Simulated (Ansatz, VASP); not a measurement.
**One calculation of KF, two programs**

```xyz
2
Lattice="3.2590 0.0000 0.0000 0.0000 3.2590 0.0000 0.0000 0.0000 3.2590" Properties=species:S:1:pos:R:3 pbc="T T T"
K     0.0000    0.0000    0.0000
F     1.7621    1.4969    1.6295
```

Change from the starting cell: all F atoms moved +0.188 Å, as atom 2 along Cartesian [1 -1 0].

Alike in both runs: task single point; functional PBE; k mesh 8 × 8 × 8; occupations gaussian, width 0.05 eV; no spin polarisation.

```csv
,VASP,Ansatz
version,VASP 6.6.1,Ansatz 0.2.0
potentials or method,"VASP PAW PBE potentials, release 64 (K_sv, F)","scalar-relativistic, plane waves, PAW"
plane-wave cutoff (eV),520,420
valence electrons in the cell,16,16
```

|  | VASP | Ansatz | Ansatz less VASP |
| --- | --- | --- | --- |
| gap on the k mesh at the Fermi level (eV) | 6.27 | 6.29 | +0.016 |
| least direct gap on the mesh (eV) | 6.31 | 6.33 | +0.015 |
| pressure (GPa) | 0.5 | 0.5 | -0.03 |
| largest component of the traceless stress (GPa) | 0.43 | 0.41 | -0.014 |
| rms of the force components (eV/Å) | 0.095 | 0.090 | -0.0051 |

Atom by atom the forces differ by 0.005 eV/Å (rms over components). The functional is the same, so the differences come from potentials, cutoffs and numerics.

A k mesh can miss the band edges.
